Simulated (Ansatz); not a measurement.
This Ansatz input for SiC was spoiled on purpose:

```yaml
crystal:
  lattice:
    - [3.075527879769, 0.0, 0.0]
    - [-1.537763939884, 2.663485273927, 0.0]
    - [0.0, 0.0, 5.0473895487]
  atoms:
    - { symbol: Si, position: [0.3333333333333, 0.6666666666667, 0.0045711878] }
    - { symbol: Si, position: [0.6666666666667, 0.3333333333333, 0.5045711878] }
    - { symbol: C, position: [0.3333333333333, 0.6666666666667, 0.3804288122] }
    - { symbol: C, position: [0.6666666666667, 0.3333333333333, 0.8804288122] }
basis:
  ecutwfc: 500
  ecutrho_ratio: 4
kpoints:
  mp_grid: { grid: [8, 8, 6] }
hamiltonian:
  xc: r2scan
scf:
  occupations: { method: gaussian, width: 0.05 }
  max_iter: 75
output:
  forces: true
  stress: true
total_charge: 6
```

Launched as:
```sh
ansatz run input.yaml --threads 4 --pin off --max-ram 7168MiB --backend cpu --events-out ev --progress --plain --runs-dir out
```

What the program printed:

SCF trace (energy estimate counted from the last row):
```
iteration   ΔE (eV)  density residual (eV)
        1    -0.281                 3.43e0
        2     0.076                6.71e-1
        3   4.7e-03                1.38e-2
        4  -2.3e-04                8.13e-4
        5  -1.0e-05                3.94e-5
        6     0.000                2.29e-6
        7     0.000                4.22e-9
```

```
SCF 1 converged in 7 iterations: F = -1824.920672 eV  dr2 = 4.22e-9
SCF converged after 7 iterations
Free energy (F): -1824.920672 eV
E sigma→0 (E₀):  -1824.918173 eV
Entropy (-TS):   -0.004997 eV (-1.249 meV/atom)
Fermi energy:    5.474876 eV
--- Forces (eV/Å), atoms counted from 1 ---
  atom   1  Si     0.00000000     0.00000000     0.20757645
  atom   2  Si     0.00000000     0.00000000     0.20757645
  atom   3  C      0.00000000     0.00000000    -0.20752059
  atom   4  C      0.00000000     0.00000000    -0.20752059
--- Stress (GPa, compression-positive) ---
      149.152548       0.000000       0.000000
        0.000000     149.152548       0.000000
        0.000000       0.000000     147.770642
  P = ⅓ Tr σ = 148.6919 GPa (1486.919 kbar)
```

Q: What is wrong with it?

A: A charge that the system can't hold. Against the sound input: total_charge: 6 (the cap on iterations is only a precaution).

The run converged all the same; its pressure of 149 GPa shows the fault against the sound run's. The net charge is balanced by a uniform background. Cost: 1.1 s on 4 threads of Arm Neoverse V2, on a shared host, peak memory 0.41 GiB. The run before the change (r²SCAN, 500 eV, 8×8×6 mesh) gave:

```tsv
run	P (GPa)	gap on the mesh (eV)	cell moment (μB)	largest force component (eV/Å)
sound	0.0	2.91	–	0.002
spoiled	148.7	metal	–	0.208
```

The chain of runs began from a cell as deposited in COD, expanded in volume.

Of that run: Kohn–Sham gaps of semilocal functionals lie under measured ones, often by a third or more.
